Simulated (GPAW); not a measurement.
# NaI (Fm-3m) in GPAW: reference runs

Reference runs on NaI: the cell as given and a disturbed copy.

Everything below comes from runs of GPAW 26.7.0. Logs are shortened: lines on timing, memory, paths and dates and some standing lists are left out, and cuts for length are marked. The log counts tension as positive stress, the text compression.

## 1. The structure

Symmetry: Fm-3m, No. 225, cubic system. Conventional cell: a = 6.473 Å, b = 6.473 Å, c = 6.473 Å, α = 90.00°, β = 90.00°, γ = 90.00°. Around I (site symmetry m-3m) lie 6 Na at 3.24 Å. Na (site symmetry m-3m) is surrounded by 6 I at 3.24 Å.

## 2. Single point, PBE

The input, run.py:

```python
from ase import Atoms
from ase.dft.bandgap import bandgap
from ase.io import write
from ase.units import Bohr, GPa
from gpaw import GPAW, PW
from gpaw.elf import elf_from_dft_calculation

atoms = Atoms(['I', 'Na'],
              cell=[[0.0, 3.2364, 3.2364],
                    [3.2364, 0.0, 3.2364],
                    [3.2364, 3.2364, 0.0]],
              scaled_positions=[[0.5, 0.5, 0.5],
                                [0.0, 0.0, 0.0]],
              pbc=True)

calc = GPAW(mode=PW(800),
            xc='PBE',
            kpts={'size': (7, 7, 7), 'gamma': True},
            occupations={'name': 'fermi-dirac', 'width': 0.05},
            nbands=15,
            convergence={'density': 1e-05, 'energy': 1e-05},
            maxiter=150,
            txt='gpaw.txt')
atoms.calc = calc
energy = atoms.get_potential_energy()
forces = atoms.get_forces()
stress = atoms.get_stress()
calc.write('gs.gpw')
write('result.traj', atoms)
print(f'Energy: {energy:.6f} eV')
print('Forces (eV/A):')
print(forces.round(4))
print('Stress (GPa):', (stress / GPa).round(3))
print('Fermi level:', round(calc.get_fermi_level(), 4), 'eV')
print(f'Gap: {bandgap(calc)[0]:.4f} eV, direct: {bandgap(calc, direct=True)[0]:.4f} eV')

# fields on the real-space grid
write('density.cube', atoms, data=calc.get_pseudo_density() * Bohr**3)
write('potential.cube', atoms, data=calc.get_electrostatic_potential())
write('elf.cube', atoms, data=elf_from_dft_calculation(calc).data)
```

Potentials or basis: GPAW PAW data sets (gpaw-data 1.2.1), pw.

On the command line:

```console
$ OMP_NUM_THREADS=1 python run.py
```

gpaw.txt:

```text
__  _  _
 | _ |_)|_||  |
 |__||  | ||/\| - 26.7.0

Input parameters:
  mode=PW(ecut=800.0),
  convergence={'density': 1e-05, 'energy': 1e-05},
  kpts=MonkhorstPack(size=(7, 7, 7), gamma=True),
  maxiter=150,
  nbands=15,
  occupations=Occupations(name='fermi-dirac', width=0.05),
  xc=XC(name='PBE')

Diagonalizing LCAO Hamiltonian
Converting LCAO to pw mode

                 I

       Na

Atoms  # Å, Bohr magnetons
|   | symbol |        x |        y |        z |    initial magnetic moments |
|---|--------|----------|----------|----------|-----------------------------|
| 0 |      I | 3.236400 | 3.236400 | 3.236400 | ( 0.0000,  0.0000,  0.0000) |
| 1 |     Na | 0.000000 | 0.000000 | 0.000000 | ( 0.0000,  0.0000,  0.0000) |

Unit cell  # Å
| periodic |        x |        y |        z |  lengths |    angles |
|----------|----------|----------|----------|----------|-----------|
|      yes | 0.000000 | 3.236400 | 3.236400 | 4.576961 | 60.000000 |
|      yes | 3.236400 | 0.000000 | 3.236400 | 4.576961 | 60.000000 |
|      yes | 3.236400 | 3.236400 | 0.000000 | 4.576961 | 60.000000 |

Number of symmetries: 48
Symmetry operations  # r_c * U_cc + t_c -> r_c
|    | kind |            matrix            |
|----|------|------------------------------|
|  0 |  σ   |  1, 0, 0,  1, 0,-1,  1,-1, 0 |
|  1 |  C2  |  1, 0, 0,  1,-1, 0,  1, 0,-1 |
|  2 |  E   |  1, 0, 0,  0, 1, 0,  0, 0, 1 |
|  3 |  σ   |  1, 0, 0,  0, 0, 1,  0, 1, 0 |
|  4 |  C4  |  1, 0,-1,  1, 0, 0,  1,-1, 0 |
|  5 |  S6  |  1, 0,-1,  1,-1, 0,  1, 0, 0 |
|  6 |  σ   |  1, 0,-1,  0, 1,-1,  0, 0,-1 |
|  7 |  C3  |  1, 0,-1,  0, 0,-1,  0, 1,-1 |
|  8 |  S6  |  1,-1, 0,  1, 0, 0,  1, 0,-1 |
|  9 |  C4  |  1,-1, 0,  1, 0,-1,  1, 0, 0 |
| 10 |  C3  |  1,-1, 0,  0,-1, 1,  0,-1, 0 |
| 11 |  σ   |  1,-1, 0,  0,-1, 0,  0,-1, 1 |
| 12 |  σ   |  0, 1, 0,  1, 0, 0,  0, 0, 1 |
| 13 |  C4  |  0, 1, 0,  0, 1,-1, -1, 1, 0 |
| 14 |  C3  |  0, 1, 0,  0, 0, 1,  1, 0, 0 |
| 15 |  S6  |  0, 1, 0, -1, 1, 0,  0, 1,-1 |
| 16 |  C2  |  0, 1,-1,  1, 0,-1,  0, 0,-1 |
| 17 |  σ   |  0, 1,-1,  0, 1, 0, -1, 1, 0 |
| 18 |  S4  |  0, 1,-1,  0, 0,-1,  1, 0,-1 |
| 19 |  C4  |  0, 1,-1, -1, 1, 0,  0, 1, 0 |
| 20 |  C3  |  0, 0, 1,  1, 0, 0,  0, 1, 0 |
| 21 |  σ   |  0, 0, 1,  0, 1, 0,  1, 0, 0 |
| 22 |  S6  |  0, 0, 1,  0,-1, 1, -1, 0, 1 |
| 23 |  C4  |  0, 0, 1, -1, 0, 1,  0,-1, 1 |
| 24 |  S4  |  0, 0,-1,  1, 0,-1,  0, 1,-1 |
| 25 |  C3  |  0, 0,-1,  0, 1,-1,  1, 0,-1 |
| 26 |  C2  |  0, 0,-1,  0,-1, 0, -1, 0, 0 |
| 27 |  S6  |  0, 0,-1, -1, 0, 0,  0,-1, 0 |
| 28 |  S4  |  0,-1, 1,  1,-1, 0,  0,-1, 0 |
| 29 |  C4  |  0,-1, 1,  0, 0, 1, -1, 0, 1 |
| 30 |  C2  |  0,-1, 1,  0,-1, 0,  1,-1, 0 |
| 31 |  σ   |  0,-1, 1, -1, 0, 1,  0, 0, 1 |
| 32 |  C3  |  0,-1, 0,  1,-1, 0,  0,-1, 1 |
| 33 |  S6  |  0,-1, 0,  0, 0,-1, -1, 0, 0 |
| 34 |  S4  |  0,-1, 0,  0,-1, 1,  1,-1, 0 |
| 35 |  C2  |  0,-1, 0, -1, 0, 0,  0, 0,-1 |
| 36 |  C2  | -1, 1, 0,  0, 1, 0,  0, 1,-1 |
| 37 |  S6  | -1, 1, 0,  0, 1,-1,  0, 1, 0 |
| 38 |  S4  | -1, 1, 0, -1, 0, 1, -1, 0, 0 |
| 39 |  C3  | -1, 1, 0, -1, 0, 0, -1, 0, 1 |
| 40 |  S6  | -1, 0, 1,  0, 0, 1,  0,-1, 1 |
| 41 |  C2  | -1, 0, 1,  0,-1, 1,  0, 0, 1 |
| 42 |  C3  | -1, 0, 1, -1, 1, 0, -1, 0, 0 |
| 43 |  S4  | -1, 0, 1, -1, 0, 0, -1, 1, 0 |
| 44 |  C2  | -1, 0, 0,  0, 0,-1,  0,-1, 0 |
| 45 |  i   | -1, 0, 0,  0,-1, 0,  0, 0,-1 |
| 46 |  σ   | -1, 0, 0, -1, 1, 0, -1, 0, 1 |
| 47 |  C2  | -1, 0, 0, -1, 0, 1, -1, 1, 0 |

BZ-sampling:
  Number of BZ points: 343
  Number of IBZ points: 20

  Monkhorst-Pack size: [7, 7, 7]
  Monkhorst-Pack shift: [0, 0, 0]

K-points  # in reciprocal-cell coordinates
|     |                                coordinates |     weight |
|-----|--------------------------------------------|------------|
|   0 | (  0.00000000,   0.00000000,   0.00000000) | 0.00291545 |
|   1 | (  0.14285714,   0.14285714,   0.00000000) | 0.01749271 |
|   2 | (  0.14285714,   0.14285714,   0.14285714) | 0.02332362 |
|   3 | (  0.28571429,   0.14285714,   0.14285714) | 0.03498542 |
|   4 | (  0.28571429,   0.28571429,   0.00000000) | 0.01749271 |
|   5 | (  0.28571429,   0.28571429,   0.14285714) | 0.06997085 |
|   6 | (  0.28571429,   0.28571429,   0.28571429) | 0.02332362 |
|   7 | (  0.42857143,  -0.28571429,  -0.28571429) | 0.03498542 |
|   8 | (  0.42857143,   0.28571429,  -0.42857143) | 0.13994169 |
|   9 | (  0.42857143,   0.28571429,  -0.28571429) | 0.06997085 |
| ... |                                            |            |
|  19 | (  0.42857143,   0.42857143,   0.42857143) | 0.02332362 |

Plane wave coefficients: 3512
Cutoff: 800.0 eV

Spin-components: 1 (collinear spins)
Bands:           15
Projectors:      10
Spin-degeneracy: 2
Datatype:        complex128

Density:
  Valence electrons: 14.0
  Components: 1
  Grid points: [30 30 30]
  Charge: 0.0  # |e|

Potential:
  Grid points: [30 30 30]

species:
  I:
    name:    Iodine
    Z:       53.0
    valence: 7
    core:    46
    charge:  0.0  # [|e|]
    compensation charges:
      type: gauss
      rc: 0.37  # [Å]
      lmax: 2
    cutoffs:
      filter: 2.06  # [Å]
      core: 2.90  # [Å]
    projectors
    | kind |    occ | energy [eV] | rcut [Å] |
    |------|--------|-------------|----------|
    |   5s |  2.000 |     -17.382 |    1.164 |
    |   5p |  5.000 |      -7.088 |    1.164 |
    |    s |        |       9.829 |    1.164 |
    |    p |        |      20.123 |    1.164 |
    |    d |        |       0.000 |    1.164 |

    Using partial waves for I as LCAO basis

  Na:
    name:    Sodium
    Z:       11.0
    valence: 7
    core:    4
    charge:  0.0  # [|e|]
    compensation charges:
      type: gauss
      rc: 0.37  # [Å]
      lmax: 2
    cutoffs:
      filter: 2.17  # [Å]
      core: 2.59  # [Å]
    projectors
    | kind |    occ | energy [eV] | rcut [Å] |
    |------|--------|-------------|----------|
    |   3s |  1.000 |      -2.744 |    1.201 |
    |   2p |  6.000 |     -28.672 |    1.217 |
    |   3p |  0.000 |      -0.743 |    1.217 |
    |    s |        |      24.468 |    1.201 |
    |    d |        |       0.000 |    1.238 |

    Using partial waves for Na as LCAO basis

Reference energy: -197959.406164  # eV

eigensolver:
  PPCG
  Converge bands: occupied
  niter=2

density mixing:
  MSR1-Mixer
  Pratt-step length: 0.05
  Maximum mixing coefficient: 0.75
  Old densities: 10
  SVD Regularization: 0.005
  Good broyden scale: 1.0
  Trust region scale: 1.0
  Backstep threshold: 4.0
  History deletion threshold: 6.0
  Fourier metric: weight=20.0, sigma=0.015

occupation numbers:
  Fermi-Dirac:
    width: 0.0500  # eV

poisson solver:
  ecut: 6400.0  # eV

xc functional:
  name: PBE with 2 nearest neighbor stencil

convergence criteria:
- Maximum integral of absolute [dens]ity change: 1e-05 electrons / valence electron
- Maximum [total energy] change in last 3 cyles: 1e-05 eV / valence electron
- Maximum integral of absolute [eigenst]ate change: 4e-08 eV^2 / valence electron
maximum number of iterations: 150

SCF iterations
|iter     | |      energy | eigst |  dens |
|---------|-|-------------|-------|-------|
|iter:   1| |   -5.394388 | -1.05 |       |
|iter:   2| |   -5.391494 | -3.27 | -1.42 |
|iter:   3| |   -5.384377 | -2.80 | -1.44 |
|iter:   4| |   -5.387221 | -3.92 | -2.00 |
|iter:   5| |   -5.387573 | -4.96 | -2.61 |
|iter:   6| |   -5.387593 | -6.08 | -3.33 |
|iter:   7| |   -5.387593c| -7.71c| -4.33 |
|iter:   8| |   -5.387593c| -8.19c| -5.02c|

Converged in 8 steps
Energy contributions relative to reference atoms: (reference = -197959.406164)

Energy contributions:
  Kinetic:           9.100062
  Coulomb:          -8.997445
  Zero:             -0.045759
  External:          0.000000
  Xc:               -5.444452
  Entropy:          -0.000000
  Spinorbit:         0.000000
  ----------------------------
  Free energy:      -5.387593
  Extrapolated:     -5.387593

dipole moment: (-6.042803, -6.042803, -6.042803)  # |e|*Ang

Fermi level: 2.344
Eigenvalues  # (at kpt = [0.000, 0.000, 0.000])
| band index |      eig [eV] | occ [0-2] |
|------------|---------------|-----------|
|          0 |       -21.739 |     2.000 |
|          1 |       -21.739 |     2.000 |
|          2 |       -21.739 |     2.000 |
|          3 |       -10.284 |     2.000 |
|          4 |         0.708 |     2.000 |
|          5 |         0.708 |     2.000 |
|          6 |         0.708 |     2.000 |
|          7 |         4.366 |     0.000 |
|          8 |         8.674 |     0.000 |
|          9 |         8.674 |     0.000 |
|         10 |         8.674 |     0.000 |
|         11 |        10.522 |     0.000 |
|         12 |        10.522 |     0.000 |
|         13 |        11.285 |     0.000 |
|         14 |        12.404 |     0.000 |

Gap: 3.658 eV
Transition (v -> c):
  (s=0, k=0, n=6, [0.00, 0.00, 0.00]) -> (s=0, k=0, n=7, [0.00, 0.00, 0.00])
No difference between direct/indirect transitions

Forces  # eV/Ang
|        x |       y |       z |
|----------|---------|---------|
| -0.00000 | 0.00000 | 0.00000 |  # I    0
|  0.00000 | 0.00000 | 0.00000 |  # Na   1

Stress tensor  # eV/Ang^3
|         x |         y |         z |
|-----------|-----------|-----------|
| -0.002729 |  0.000000 |  0.000000 |
|  0.000000 | -0.002729 |  0.000000 |
|  0.000000 |  0.000000 | -0.002729 |

# Writing to gs.gpw (mode='')
```

Wall time 18 s (1 thread of Arm Neoverse V1, shared host); peak memory 0.19 GiB.

What came out:

| Property | Result |
| --- | --- |
| Free energy | -5.3876 eV |
| Pressure | 0.4 GPa |
| Band gap on the k mesh | 3.66 eV, direct |

Caveat: spin-orbit coupling is left out, which moves the levels of the heavy elements.

## 3. Single point, PBE (atoms moved at random, drawn with an rms of 0.05 Å)

The input, run.py:

```python
from ase.dft.bandgap import bandgap
from ase.io import read, write
from ase.units import GPa
from gpaw import GPAW, PW

atoms = read('POSCAR')

calc = GPAW(mode=PW(800),
            xc='PBE',
            kpts={'size': (7, 7, 7), 'gamma': True},
            occupations={'name': 'fermi-dirac', 'width': 0.05},
            nbands=15,
            convergence={'density': 1e-05, 'energy': 1e-05},
            maxiter=150,
            txt='gpaw.txt')
atoms.calc = calc
energy = atoms.get_potential_energy()
forces = atoms.get_forces()
stress = atoms.get_stress()
calc.write('gs.gpw')
write('result.traj', atoms)
print(f'Energy: {energy:.6f} eV')
print('Forces (eV/A):')
print(forces.round(4))
print('Stress (GPa):', (stress / GPa).round(3))
print('Fermi level:', round(calc.get_fermi_level(), 4), 'eV')
print(f'Gap: {bandgap(calc)[0]:.4f} eV, direct: {bandgap(calc, direct=True)[0]:.4f} eV')
```

The input, POSCAR:

```
NaI
1.0
    0.0000000000      3.2364000000      3.2364000000
    3.2364000000      0.0000000000      3.2364000000
    3.2364000000      3.2364000000      0.0000000000
I Na
1 1
Direct
    0.5002340000      0.5001800000      0.4969770000
    0.0117890000      0.0048040000     -0.0069950000
```

Potentials or basis: GPAW PAW data sets (gpaw-data 1.2.1), pw.

On the command line:

```console
$ OMP_NUM_THREADS=1 python run.py
```

gpaw.txt:

```text
__  _  _
 | _ |_)|_||  |
 |__||  | ||/\| - 26.7.0

Input parameters:
  mode=PW(ecut=800.0),
  convergence={'density': 1e-05, 'energy': 1e-05},
  kpts=MonkhorstPack(size=(7, 7, 7), gamma=True),
  maxiter=150,
  nbands=15,
  occupations=Occupations(name='fermi-dirac', width=0.05),
  xc=XC(name='PBE')

Diagonalizing LCAO Hamiltonian
Converting LCAO to pw mode

                 I

       Na

Atoms  # Å, Bohr magnetons
|   | symbol |         x |        y |        z |    initial magnetic moments |
|---|--------|-----------|----------|----------|-----------------------------|
| 0 |      I |  3.227199 | 3.227374 | 3.237740 | ( 0.0000,  0.0000,  0.0000) |
| 1 |     Na | -0.007091 | 0.015515 | 0.053702 | ( 0.0000,  0.0000,  0.0000) |

Unit cell  # Å
| periodic |        x |        y |        z |  lengths |    angles |
|----------|----------|----------|----------|----------|-----------|
|      yes | 0.000000 | 3.236400 | 3.236400 | 4.576961 | 60.000000 |
[... 153 lines left out ...]
  External:          0.000000
  Xc:               -5.449003
  Entropy:          -0.000000
  Spinorbit:         0.000000
  ----------------------------
  Free energy:      -5.386146
  Extrapolated:     -5.386146

dipole moment: (-0.031139, 0.048451, -5.853080)  # |e|*Ang

Fermi level: 2.345
Eigenvalues  # (at kpt = [0.000, 0.000, 0.000])
| band index |      eig [eV] | occ [0-2] |
|------------|---------------|-----------|
|          0 |       -21.738 |     2.000 |
|          1 |       -21.738 |     2.000 |
|          2 |       -21.738 |     2.000 |
|          3 |       -10.285 |     2.000 |
|          4 |         0.706 |     2.000 |
|          5 |         0.708 |     2.000 |
|          6 |         0.708 |     2.000 |
|          7 |         4.367 |     0.000 |
|          8 |         8.674 |     0.000 |
|          9 |         8.674 |     0.000 |
|         10 |         8.675 |     0.000 |
|         11 |        10.523 |     0.000 |
|         12 |        10.525 |     0.000 |
|         13 |        11.283 |     0.000 |
|         14 |        12.405 |     0.000 |

Gap: 3.659 eV
Transition (v -> c):
  (s=0, k=0, n=6, [0.00, 0.00, 0.00]) -> (s=0, k=0, n=7, [0.00, 0.00, 0.00])
No difference between direct/indirect transitions

Forces  # eV/Ang
|        x |        y |        z |
|----------|----------|----------|
|  0.00181 |  0.02108 |  0.04555 |  # I    0
| -0.00181 | -0.02108 | -0.04556 |  # Na   1

Stress tensor  # eV/Ang^3
|         x |         y |         z |
|-----------|-----------|-----------|
| -0.002709 |  0.000001 |  0.000002 |
|  0.000001 | -0.002778 |  0.000028 |
|  0.000002 |  0.000028 | -0.003024 |

# Writing to gs.gpw (mode='')
```

It took 2.2 min on 1 thread of Arm Neoverse V1, shared host; peak memory 0.43 GiB.

Results:

- Free energy: -5.3861 eV
- Pressure: 0.5 GPa
- Largest force: 0.050 eV/Å
- Band gap on the k mesh: 3.66 eV, direct

Forces in eV/Å, atoms in the order of the input:
```
I    0.002  0.021  0.046
Na  -0.002 -0.021 -0.046
```

Caveat: spin-orbit coupling is left out, which moves the levels of the heavy elements.
